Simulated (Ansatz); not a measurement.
# CaO: band gap under strain

Aim: follow the gap of CaO built on the rocksalt prototype through these states: +5.7 % biaxial strain in x and y, free along z; -1.1 % strain along z alone; -2.0 % strain along [111] alone. The table at the end shows which levels were run.

The runs shown are made with Ansatz 0.2.0. PAW datasets, plane waves. Computed at 0 K without zero-point motion; spin polarisation is off.

## 1. The cell

The unstrained cell was relaxed with r2SCAN; in each strained cell the atoms were relaxed again with r2SCAN. Names of k-points are those of the unstrained zone, where strain can split equivalent points. First state: +5.7 % biaxial strain in x and y, free along z.

It is tetragonal, I4/mmm (No. 139); a = 3.583 Å, c = 4.670 Å in the conventional setting, 14.99 Å³ an atom. Ca has 6 O at 2.33–2.53 Å; O has 6 Ca at 2.33–2.53 Å.

The structure in full:

Space group I4/mmm (No. 139). a = 3.583 Å, b = 3.583 Å, c = 4.670 Å, α = 90.00°, β = 90.00°, γ = 90.00°
```csv
atom,site,symmetry,x,y,z
Ca,2a,4/mmm,0.0000,0.0000,0.0000
O,2b,4/mmm,0.0000,0.0000,0.5000
```

## 2. +5.7 % biaxial strain in x and y, free along z: PBE

The input, input.yaml:

```yaml
crystal:
  lattice:
    - [0.0, 2.5334912059, 2.3348363765]
    - [2.5334912059, 0.0, 2.3348363765]
    - [2.5334912059, 2.5334912059, 0.0]
  atoms:
    - { symbol: Ca, position: [0.0, 0.0, 0.0] }
    - { symbol: O, position: [0.5, 0.5, 0.5] }
kpoints:
  mp_grid: { grid: [10, 10, 10] }
  band_path:
    path:
      - [0.0, 0.0, 0.0]
      - [0.5, 0.0, 0.5]
      - [0.625, 0.25, 0.625]
      - [0.375, 0.375, 0.75]
      - [0.5, 0.5, 0.5]
      - [0.5, 0.25, 0.75]
    npoints: 1
hamiltonian:
  xc: pbe
scf:
  occupations: { method: fermi_dirac, width: 0.02 }
  n_extra_bands: 4
output:
  forces: true
  stress: true
  eigenvalues: true
```

Launch:

```sh
> ansatz run input.yaml --threads 4 --pin off --max-ram 3686MiB --backend cpu --events-out ev --progress --plain --runs-dir out
```

After this run come: +5.7 % biaxial strain in x and y, free along z: r2SCAN; +5.7 % biaxial strain in x and y, free along z: HSE06; -1.1 % strain along z alone: PBE; -1.1 % strain along z alone: r2SCAN; -1.1 % strain along z alone: HSE06; -2.0 % strain along [111] alone: PBE; -2.0 % strain along [111] alone: r2SCAN; -2.0 % strain along [111] alone: HSE06.

**Question.** What will these runs give?

**Answer**, as computed:

Least gap in eV (negative: overlap):

| state | PBE | r2SCAN | HSE06 |
| --- | --- | --- | --- |
| +5.7 % biaxial strain in x and y, free along z | 3.39 | 3.92 | 5.06 |
| -1.1 % strain along z alone | 3.61 | 4.15 | 5.27 |
| -2.0 % strain along [111] alone | 3.60 | 4.14 | 5.26 |

**Reading.** Where both were run, the HSE06 gap lies +1.66 eV from PBE's, each on its own k points. In PBE the gap is least under +5.7 % biaxial strain in x and y, free along z (3.39 eV) and largest under -1.1 % strain along z alone (3.61 eV).
